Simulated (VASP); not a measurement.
Here is a VASP 6.6.1 calculation.

INCAR

```
SYSTEM = H12CO5
PREC = Accurate ; ENCUT = 520
EDIFF = 1E-7 ; ISMEAR = -1
SIGMA = 0.05 ; LREAL = Auto
LASPH = .True. ; NELM = 60
ALGO = Fast ; ISIF = 2
LWAVE = .False. ; LCHARG = .False.
GGA = PE ; NBANDS = 38
```

KPOINTS

```
regular mesh
0
Gamma
  1 1 1
  0 0 0
```

Contents of POSCAR:

```
H12CO5
1.0
    5.3085660000      0.0000000000      0.0000000000
    0.0000000000      5.3085660000      0.0000000000
    0.0000000000      0.0000000000      5.3085660000
O H C
5 12 1
Direct
    0.0385226443      0.4633266310      0.2858210673
    0.2866875913      0.3319728906      0.8479879500
    0.8195056819      0.1017223860      0.5185204441
    0.2536843283      0.8630390957      0.6216368036
    0.5342497390      0.6932568984      0.1896745750
    0.1433532144      0.5566098265      0.3956435693
    0.1391712941      0.3770698151      0.1646772405
    0.2675675503      0.1547310517      0.7953560340
    0.4299466184      0.3874115910      0.9267286118
    0.8888464418      0.2390664447      0.4260095853
    0.6371965612      0.1199382281      0.5194811556
    0.0988590893      0.9239218275      0.5344192763
    0.2092655531      0.7207972925      0.7258268994
    0.6824441855      1.0401302348     -0.0055947312
    0.5726593585      0.7511633085      0.3585148984
    0.8955902592      0.7658000296      0.0013374610
    0.6342579145      0.7565696650     -0.1768085769
    0.6968925318      0.8331628541      0.0010360613
```

Potentials or basis: VASP PAW PBE potentials, release 64 (O, H, C).

Run with:

```bash
$ cat potpaw_PBE.64/O/POTCAR potpaw_PBE.64/H/POTCAR potpaw_PBE.64/C/POTCAR > POTCAR
$ mpirun -np 1 vasp_gam > vasp.out
```

Task: Predict the largest force.

Result: 3.810 eV/Å.

Task: Estimate the band gap on the k mesh.

Result: 4.78 eV, direct.

Task: What does it give for the pressure?

Result: 3.1 GPa.

Forces on the atoms (eV/Å):
```
O   -1.875 -0.443  0.326
O   -3.526 -0.294 -1.415
O   -1.257 -1.860  1.176
O   -0.073  0.563 -0.860
O    1.153  1.166 -2.247
H    1.149  0.693  0.592
H    0.907 -0.261 -1.216
H    0.813  0.049  0.251
H    2.982  0.290  1.460
H    0.704  1.969 -1.077
H    0.207 -0.008 -0.007
H   -0.058 -0.326  0.593
H   -0.270 -0.427  0.418
H   -0.146 -0.187  0.547
H    0.286  0.261  0.377
H   -0.312  0.420  0.874
H   -0.595  0.024 -0.638
C   -0.092 -1.628  0.845
```
